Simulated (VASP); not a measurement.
The system is ZnSe (Stilleite).

```
Zn Se
1.0
     0.00000    2.83380    2.83380
     2.83380    0.00000    2.83380
     2.83380    2.83380    0.00000
Zn Se
1 1
Direct
  0.00000 0.00000 0.00000
  0.25000 0.25000 0.25000
```

Base run:

- Program: VASP 6.6.1
- Functional: PBE
- Potentials or basis: VASP PAW PBE potentials, release 64 (Zn, Se)
- Cutoff: 520 eV
- k mesh: 7 × 7 × 7
- Occupations: fermi-dirac, width 0.02 eV
- Spin: no spin polarisation

Its results: band gap on the k mesh 1.29 eV, direct; pressure 2.4 GPa.

Question: The run is repeated on the same cell with these changes: functional from PBE to r2SCAN; further incar settings from ALGO = Fast; EDIFF = 1e-07 to ALGO = Normal; EDIFF = 1e-07. What comes out?

Answer: Band gap on the k mesh 1.87 eV, direct; pressure 0.0 GPa.

Caveats: the PAW data sets were made with another functional, which shifts forces and pressure a little (some runs).

